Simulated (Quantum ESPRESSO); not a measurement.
# C in Quantum ESPRESSO: phonons with PBE

Aim: the phonons of C with PBE.

Program: Quantum ESPRESSO 7.5. These are calculated values, not measurements. Logs are shortened: lines on timing, memory, paths and dates and some standing lists are left out, and cuts for length are marked.

**1. Starting point**

The cell holds a slab with vacuum, 2 atoms: a = 2.435 Å, b = 2.435 Å, c = 14.000 Å, α = 90.00°, β = 90.00°, γ = 120.00°.

The cell was built by a generator and needn't be a form met in nature.

**2. Phonons, PBE**

pw.in reads:

```
&CONTROL
  calculation = 'scf'
  prefix = 'pwscf'
  outdir = './tmp'
  pseudo_dir = './pseudo'
  tprnfor = .true.
  tstress = .true.
  disk_io = 'low'
/
&SYSTEM
  ibrav = 0
  celldm(1) = 8
  nat = 2
  ntyp = 1
  ecutwfc = 82
  nbnd = 9
  occupations = 'smearing'
  smearing = 'gaussian'
  degauss = 0.0110248
/
&ELECTRONS
  conv_thr = 4d-10
  electron_maxstep = 120
  mixing_beta = 0.5
/
ATOMIC_SPECIES
C     12.0110 C.upf
CELL_PARAMETERS alat
  0.5752798754892   0.0000000000000   0.0000000000000
 -0.2876399377446   0.4982069864596   0.0000000000000
  0.0000000000000   0.0000000000000   3.3070207180951
ATOMIC_POSITIONS crystal
C      0.3333333333    0.6666666667    0.5000000000
C      0.6666666667    0.3333333333    0.5000000000
K_POINTS automatic
30 30 1 0 0 0
```

scf2.in reads:

```
&CONTROL
  calculation = 'scf'
  prefix = 'pwscf'
  outdir = './tmp'
  pseudo_dir = './pseudo'
  tprnfor = .true.
  tstress = .true.
  disk_io = 'low'
/
&SYSTEM
  ibrav = 0
  celldm(1) = 8
  nat = 2
  ntyp = 1
  ecutwfc = 82
  nbnd = 9
  occupations = 'smearing'
  smearing = 'gaussian'
  degauss = 0.0110248
/
&ELECTRONS
  conv_thr = 1d-13
  electron_maxstep = 120
  mixing_beta = 0.5
  startingpot = 'file'
  startingwfc = 'file'
/
ATOMIC_SPECIES
C     12.0110 C.upf
CELL_PARAMETERS alat
  0.5752798754892   0.0000000000000   0.0000000000000
 -0.2876399377446   0.4982069864596   0.0000000000000
  0.0000000000000   0.0000000000000   3.3070207180951
ATOMIC_POSITIONS crystal
C      0.3333333333    0.6666666667    0.5000000000
C      0.6666666667    0.3333333333    0.5000000000
K_POINTS automatic
30 30 1 0 0 0
```

ph.in reads:

```
phonons of C
&INPUTPH
  prefix = 'pwscf'
  outdir = './tmp'
  tr2_ph = 1d-18
  fildyn = 'dyn'
  niter_ph = 90
  alpha_mix(1) = 0.4
/
0.0000000000 0.0000000000 0.0000000000
```

dynmat.in reads:

```
&INPUT
  fildyn = 'dyn'
  asr = 'crystal'
  filout = 'dynmat.disp'
  fileig = 'dynmat.eig'
/
```

Potentials or basis: PseudoDojo 0.4.1 SR PBE standard.

On the command line:

```
> OMP_NUM_THREADS=1 mpirun -n 4 pw.x -nk 4 -in pw.in > pw.out
> OMP_NUM_THREADS=1 mpirun -n 4 pw.x -nk 4 -in scf2.in > scf2.out
> OMP_NUM_THREADS=1 mpirun -n 4 ph.x -nk 4 -in ph.in > ph.out
> OMP_NUM_THREADS=1 mpirun -n 1 dynmat.x -in dynmat.in > dynmat.out
```

pw.out:

```text
This program is part of the open-source Quantum ESPRESSO suite
     for quantum simulation of materials; please cite
[... 6 lines left out ...]
     using ibrav=0 with symmetry is DISCOURAGED, use correct ibrav instead

     K-points division:     npool     =       4
     Subspace diagonalization in iterative solution of the eigenvalue problem:
     a serial algorithm will be used

     G-vector sticks info
     --------------------
     sticks:   dense  smooth     PW     G-vecs:    dense   smooth      PW
     Sum         475     475    151                48567    48567    8153

     Using Slab Decomposition

     bravais-lattice index     =            0
     lattice parameter (alat)  =       8.0000  a.u.
     unit-cell volume          =     485.2839 (a.u.)^3
     number of atoms/cell      =            2
     number of atomic types    =            1
     number of electrons       =         8.00
     number of Kohn-Sham states=            9
     kinetic-energy cutoff     =      82.0000  Ry
     charge density cutoff     =     328.0000  Ry
     scf convergence threshold =      4.0E-10
     mixing beta               =       0.5000
     number of iterations used =            8  plain     mixing
     Exchange-correlation= PBE
                           (   1   4   3   4   0   0   0)

     celldm(1)=   8.000000  celldm(2)=   0.000000  celldm(3)=   0.000000
     celldm(4)=   0.000000  celldm(5)=   0.000000  celldm(6)=   0.000000

     crystal axes: (cart. coord. in units of alat)
               a(1) = (   0.575280   0.000000   0.000000 )
               a(2) = (  -0.287640   0.498207   0.000000 )
               a(3) = (   0.000000   0.000000   3.307021 )

     reciprocal axes: (cart. coord. in units 2 pi/alat)
               b(1) = (  1.738284  1.003599 -0.000000 )
               b(2) = (  0.000000  2.007198  0.000000 )
               b(3) = (  0.000000 -0.000000  0.302387 )

     PseudoPot. # 1 for C  read from file:
     C.upf
     Pseudo is Norm-conserving + core correction, Zval =  4.0
     Generated using ONCVPSP code by D. R. Hamann
     Using radial grid of 1248 points,  4 beta functions with:
                l(1) =   0
                l(2) =   0
                l(3) =   1
                l(4) =   1

     atomic species   valence    mass     pseudopotential
     C                 4.00    12.01100     C ( 1.00)

     24 Sym. Ops., with inversion, found

   Cartesian axes

     site n.     atom                  positions (alat units)
         1        C      tau(   1) = (  -0.0000000   0.3321380   1.6535104  )
         2        C      tau(   2) = (   0.2876399   0.1660690   1.6535104  )

     number of k points=    91  Gaussian smearing, width (Ry)=  0.0110
                       cart. coord. in units 2pi/alat
        k(    1) = (   0.0000000   0.0000000   0.0000000), wk =   0.0022222
        k(    2) = (   0.0000000   0.0669066   0.0000000), wk =   0.0133333
        k(    3) = (   0.0000000   0.1338132   0.0000000), wk =   0.0133333
        k(    4) = (   0.0000000   0.2007198   0.0000000), wk =   0.0133333
        k(    5) = (   0.0000000   0.2676264   0.0000000), wk =   0.0133333
        k(    6) = (   0.0000000   0.3345330   0.0000000), wk =   0.0133333
[... 83 lines left out ...]
        k(   90) = (   0.5214853   0.9701456   0.0000000), wk =   0.0266667
        k(   91) = (   0.5794281   1.0035989   0.0000000), wk =   0.0044444

     Dense  grid:    48567 G-vectors     FFT dimensions: (  27,  27, 160)

     Initial potential from superposition of free atoms

     starting charge       7.9999, renormalised to       8.0000

     negative rho (up, down):  1.219E-05 0.000E+00
     Starting wfcs are    8 randomized atomic wfcs +    1 random wfcs

     Self-consistent Calculation

     iteration #  1     ecut=    82.00 Ry     beta= 0.50
     Davidson diagonalization with overlap
     ethr =  1.00E-02,  avg # of iterations =  7.7

     negative rho (up, down):  4.880E-06 0.000E+00

     total energy              =     -24.08394127 Ry
     estimated scf accuracy    <       0.21815652 Ry

     iteration #  2     ecut=    82.00 Ry     beta= 0.50
     Davidson diagonalization with overlap
     ethr =  2.73E-03,  avg # of iterations =  2.8

     negative rho (up, down):  9.696E-07 0.000E+00

     total energy              =     -24.09066194 Ry
     estimated scf accuracy    <       0.01968481 Ry

     iteration #  3     ecut=    82.00 Ry     beta= 0.50
     Davidson diagonalization with overlap
     ethr =  2.46E-04,  avg # of iterations =  6.5

     total energy              =     -24.09406767 Ry
     estimated scf accuracy    <       0.00060126 Ry

     iteration #  4     ecut=    82.00 Ry     beta= 0.50
     Davidson diagonalization with overlap
     ethr =  7.52E-06,  avg # of iterations =  6.5

     total energy              =     -24.09410168 Ry
     estimated scf accuracy    <       0.00009537 Ry

     iteration #  5     ecut=    82.00 Ry     beta= 0.50
     Davidson diagonalization with overlap
     ethr =  1.19E-06,  avg # of iterations =  4.1

     total energy              =     -24.09412153 Ry
     estimated scf accuracy    <       0.00000171 Ry

     iteration #  6     ecut=    82.00 Ry     beta= 0.50
     Davidson diagonalization with overlap
     ethr =  2.14E-08,  avg # of iterations =  2.1

     total energy              =     -24.09412186 Ry
     estimated scf accuracy    <       0.00000006 Ry

     iteration #  7     ecut=    82.00 Ry     beta= 0.50
     Davidson diagonalization with overlap
     ethr =  7.68E-10,  avg # of iterations =  2.9

     total energy              =     -24.09412189 Ry
     estimated scf accuracy    <          3.7E-09 Ry

     iteration #  8     ecut=    82.00 Ry     beta= 0.50
     Davidson diagonalization with overlap
     ethr =  4.61E-11,  avg # of iterations =  2.6

     End of self-consistent calculation

          k = 0.0000 0.0000 0.0000 (  6113 PWs)   bands (ev):

   -21.2292  -9.2700  -4.4286  -4.4286   1.7474   2.7048   3.3371   5.5080
     6.4432

          k = 0.0000 0.0669 0.0000 (  6135 PWs)   bands (ev):

   -21.2024  -9.2376  -4.5391  -4.4886   1.7839   2.7416   3.3742   5.5445
     6.4779

          k = 0.0000 0.1338 0.0000 (  6147 PWs)   bands (ev):

   -21.1221  -9.1405  -4.8595  -4.6605   1.8936   2.8522   3.4856   5.6539
     6.5822

          k = 0.0000 0.2007 0.0000 (  6143 PWs)   bands (ev):

   -20.9883  -8.9790  -5.3612  -4.9226   2.0764   3.0363   3.6712   5.8362
     6.7539

          k = 0.0000 0.2676 0.0000 (  6121 PWs)   bands (ev):

   -20.8012  -8.7538  -6.0067  -5.2475   2.3323   3.2938   3.9311   6.0906
     6.9809

          k = 0.0000 0.3345 0.0000 (  6111 PWs)   bands (ev):

   -20.5613  -8.4661  -6.7585  -5.6078   2.6612   3.6241   4.2653   6.4159
     7.1828

          k = 0.0000 0.4014 0.0000 (  6105 PWs)   bands (ev):

   -20.2689  -8.1173  -7.5835  -5.9804   3.0631   4.0264   4.6736   6.8018
     7.1926

          k = 0.0000 0.4683 0.0000 (  6099 PWs)   bands (ev):

   -19.9247  -8.4549  -7.7096  -6.3468   3.5374   4.4973   5.1556   6.5753
     7.1105

          k = 0.0000 0.5353 0.0000 (  6100 PWs)   bands (ev):

   -19.5292  -9.3510  -7.2462  -6.6928   4.0839   5.0041   5.6907   5.7106
     7.0016

          k = 0.0000 0.6022 0.0000 (  6084 PWs)   bands (ev):

   -19.0836 -10.2551  -7.0082  -6.7319   4.6258   4.7016   5.7279   6.3328
     6.8927

          k = 0.0000 0.6691 0.0000 (  6070 PWs)   bands (ev):

   -18.5891 -11.1538  -7.2851  -6.1742   3.6819   5.3882   6.4000   6.7378
     7.0816

          k = 0.0000 0.7360 0.0000 (  6066 PWs)   bands (ev):

   -18.0477 -12.0363  -7.5180  -5.5859   2.7466   6.1299   6.6741   7.1592
     7.8406

          k = 0.0000 0.8029 0.0000 (  6078 PWs)   bands (ev):

   -17.4630 -12.8925  -7.7027  -4.9899   1.8677   6.5234   7.0294   7.9901
     8.6898

          k = 0.0000 0.8698 0.0000 (  6090 PWs)   bands (ev):

   -16.8427 -13.7098  -7.8365  -4.4309   1.1005   6.4840   7.9051   8.8876
     9.6137

          k = 0.0000 0.9367 0.0000 (  6076 PWs)   bands (ev):

   -16.2163 -14.4555  -7.9175  -3.9967   0.5389   6.4496   8.8639   9.8450
    10.6083

          k = 0.0000-1.0036 0.0000 (  6054 PWs)   bands (ev):

   -15.8170 -14.8948  -7.9446  -3.8241   0.3234   6.4375   9.8187   9.9599
    10.7502

          k = 0.0579 0.1004 0.0000 (  6145 PWs)   bands (ev):

   -21.1489  -9.1728  -4.7504  -4.6087   1.8570   2.8153   3.4485   5.6175
     6.5475

          k = 0.0579 0.1673 0.0000 (  6141 PWs)   bands (ev):

   -21.0418  -9.0435  -5.1515  -4.8358   2.0033   2.9627   3.5970   5.7633
     6.6862

          k = 0.0579 0.2342 0.0000 (  6131 PWs)   bands (ev):

   -20.8814  -8.8502  -5.7135  -5.1410   2.2226   3.1835   3.8198   5.9817
     6.8903

          k = 0.0579 0.3011 0.0000 (  6125 PWs)   bands (ev):

   -20.6679  -8.5937  -6.4017  -5.4943   2.5151   3.4775   4.1169   6.2720
     7.1386

          k = 0.0579 0.3680 0.0000 (  6115 PWs)   bands (ev):

   -20.4017  -8.2754  -7.1816  -5.8694   2.8806   3.8440   4.4881   6.6307
     7.2920

          k = 0.0579 0.4349 0.0000 (  6091 PWs)   bands (ev):

   -20.0834  -8.0233  -7.8969  -6.2455   3.3188   4.2814   4.9334   6.9202
     7.1653

          k = 0.0579 0.5018 0.0000 (  6086 PWs)   bands (ev):

   -19.7135  -8.9022  -7.4611  -6.6065   3.8293   4.7813   5.4524   6.0976
     7.1709

          k = 0.0579 0.5687 0.0000 (  6087 PWs)   bands (ev):

   -19.2930  -9.7989  -6.9717  -6.9406   4.4116   5.0249   5.4941   6.0432
     7.0616

          k = 0.0579 0.6356 0.0000 (  6074 PWs)   bands (ev):

   -18.8229 -10.6979  -7.2391  -6.4348   4.1408   5.0645   6.0740   6.6863
     6.9722

          k = 0.0579 0.7025 0.0000 (  6064 PWs)   bands (ev):

   -18.3049 -11.5868  -7.4955  -5.8599   3.1974   5.7841   6.7944   6.8222
     7.4755

          k = 0.0579 0.7694 0.0000 (  6065 PWs)   bands (ev):

   -17.7416 -12.4552  -7.7054  -5.2639   2.2883   6.5167   6.7988   7.5895
     8.2835

          k = 0.0579 0.8363 0.0000 (  6072 PWs)   bands (ev):

   -17.1379 -13.2923  -7.8654  -4.6784   1.4590   6.6264   7.4813   8.4529
     9.1703

          k = 0.0579 0.9032 0.0000 (  6087 PWs)   bands (ev):

   -16.5079 -14.0799  -7.9732  -4.1665   0.7805   6.5853   8.4025   9.3791
    10.1303

          k = 0.0579 0.9701 0.0000 (  6060 PWs)   bands (ev):
[... 261 lines left out ...]
   -16.2591 -12.7391 -10.7884  -3.6202   0.8288   8.7258   9.2454  10.4767
    10.9553

          k = 0.4056 0.9032 0.0000 (  6059 PWs)   bands (ev):

   -15.6547 -13.4087 -10.9620  -3.0645   0.2120   9.6223   9.6298  10.8782
    11.4442

          k = 0.4056 0.9701 0.0000 (  6070 PWs)   bands (ev):

   -15.1045 -13.9981 -11.0436  -2.6768  -0.2069   9.7652  10.5305  10.8568
    11.5109

          k = 0.4635 0.8029 0.0000 (  6067 PWs)   bands (ev):

   -16.2825 -12.5112 -11.0293  -3.6244   0.8705   8.6904   9.1812  10.4456
    11.0654

          k = 0.4635 0.8698 0.0000 (  6073 PWs)   bands (ev):

   -15.6939 -13.0255 -11.3886  -3.0318   0.2425   9.4729   9.5529  11.3464
    11.4547

          k = 0.4635 0.9367 0.0000 (  6072 PWs)   bands (ev):

   -15.1060 -13.5943 -11.5817  -2.5054  -0.3046   9.5350  10.4436  11.6375
    12.0752

          k = 0.4635 1.0036 0.0000 (  6068 PWs)   bands (ev):

   -14.7296 -13.9695 -11.6413  -2.2526  -0.5641   9.5342  11.2163  11.3679
    11.7484

          k = 0.5215 0.9032 0.0000 (  6075 PWs)   bands (ev):

   -15.1136 -13.3799 -11.8345  -2.4451  -0.3380   9.4521  10.4100  12.0402
    12.1832

          k = 0.5215 0.9701 0.0000 (  6074 PWs)   bands (ev):

   -14.5746 -13.8047 -12.0605  -1.9421  -0.8364   9.3917  11.2321  11.8665
    12.2513

          k = 0.5794 1.0036 0.0000 (  6078 PWs)   bands (ev):

   -14.1207 -14.1207 -12.2517  -1.3835  -1.3835   9.3333  11.7652  11.7652
    12.2819

     the Fermi energy is    -1.3835 ev

!    total energy              =     -24.09412189 Ry
     estimated scf accuracy    <          7.8E-11 Ry
     smearing contrib. (-TS)   =      -0.00002765 Ry
     internal energy E=F+TS    =     -24.09409425 Ry

     The total energy is F=E-TS. E is the sum of the following terms:
     one-electron contribution =    -147.37863156 Ry
     hartree contribution      =      75.27622533 Ry
     xc contribution           =      -8.63630845 Ry
     ewald contribution        =      56.64462044 Ry

     convergence has been achieved in   8 iterations

     Forces acting on atoms (cartesian axes, Ry/au):

     atom    1 type  1   force =     0.00000000    0.00000000    0.00000000
     atom    2 type  1   force =     0.00000000   -0.00000000    0.00000000

     Total force =     0.000000     Total SCF correction =     0.000000

     Computing stress (Cartesian axis) and pressure

          total   stress  (Ry/bohr**3)                   (kbar)     P=       26.00
   0.00026633  -0.00000000  -0.00000000           39.18       -0.00       -0.00
  -0.00000000   0.00026633  -0.00000000           -0.00       39.18       -0.00
   0.00000000   0.00000000  -0.00000243            0.00        0.00       -0.36

=------------------------------------------------------------------------------=
   JOB DONE.
=------------------------------------------------------------------------------=
```

Run time: 1.7 min. Hardware: 4 MPI ranks of Intel Xeon 6975P-C (Granite Rapids), shared host; peak memory 0.48 GiB.

What came out:

| Property | Result |
| --- | --- |
| Free energy | -327.8172 eV |
| Band gap on the k mesh | none (metal or under the smearing width) |
| Highest phonon frequency at Γ | 1623 cm⁻¹ |

Levels at points of the mesh, in eV from the Fermi level:
```csv
k point,band 1,band 2,band 3,band 4,band 5,band 6,band 7,band 8
"(0.00, 0.00, 0.00)",-19.85,-7.89,-3.05,-3.05,3.13,4.09,4.72,6.89
"(0.00, -0.50, 0.00)",-14.43,-13.51,-6.56,-2.44,1.71,7.82,11.20,11.34
```

Phonon frequencies in cm⁻¹ (negative: imaginary):
| q point | frequencies |
| --- | --- |
| (0.000, 0.000, 0.000) | 0 0 3 874 1623 1623 |

Optical modes at Γ, degenerate ones joined:
| cm⁻¹ | components | symmetry | active in |
| --- | --- | --- | --- |
| 874 | 1 | B1g | silent |
| 1623 | 2 | E2g | Raman |

Caveat: the mesh is thin for the phonons of a metal.
